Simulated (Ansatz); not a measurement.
Runs of Ansatz 0.2.0 on MnSb. It takes space group P6_3/mmc (No. 194, hexagonal). The conventional cell has a = 4.150 Å, b = 4.150 Å, c = 5.780 Å, α = 90.00°, β = 90.00°, γ = 120.00°. Around Sb (site symmetry -6m2) lie 6 Mn at 2.80 Å. Mn (site symmetry -3m) has 6 Sb at 2.80 Å and 2 Mn at 2.89 Å as nearest neighbours. 

| task | level | U | cell | k mesh | cutoff (eV) | points for each segment of the path | hubbard projectors | double counting | atoms under strain | gap on the mesh (eV) | pressure (GPa) | moment (μB) |
| --- | --- | --- | --- | --- | --- | --- | --- | --- | --- | --- | --- | --- |
| band structure | PBEsol+U | Mn d U = 4.5 eV | as given | 7 × 7 × 5 | 420 | 14 | ortho-atomic (the default) | fll (the default) | - | none | 5.6 | (b) |
| elastic constants | LDA | - | as given | 6 × 6 × 4 | 420 | - | - | - | relaxed | none | -10.4 | (a) |
| band structure | r2SCAN | - | as given | 7 × 7 × 5 | 500 | 14 | - | - | - | none | 0.3 | 7.47 |
| relaxation of cell and atoms | PBEsol | - | relaxed | 7 × 7 × 5 | 420 | - | - | - | - | - | 0.0 | 5.67 |
| band structure | r2SCAN+U | Mn d U = 7 eV | as given | 7 × 7 × 5 | 500 | 14 | ortho-atomic (the default) | fll (the default) | - | none | 13.7 | 8.29 |

Alike in all rows: potentials or basis Ansatz PAW; spin collinear, ferromagnetic start; smearing fermi-dirac 0.05 eV.

Problem. Fill in the values left out.

Solution. (a) 6.56; (b) 8.18.

Caveats: only a ferromagnetic start was run, and an antiferromagnetic order may lie lower in energy; the PAW data sets come from PBE, with cores solved anew for the run's functional, which leaves a small shift of forces and pressure; the magnetic or orbital state may not be the lowest (some runs); spin-orbit coupling is left out, which moves the levels of the heavy elements (some runs); the U is typed as a test and isn't derived for this compound (some runs); the cell is more than 3 GPa from zero pressure, which shifts response properties (some runs); elastic constants of metals need much finer meshes, so these are rough (some runs).

A k mesh can miss the band edges, and the runs leave out spin-orbit coupling on Sb.

A gap of «none» marks a metal or a gap under the smearing width.

Runs at the PBE level aren't shown here.
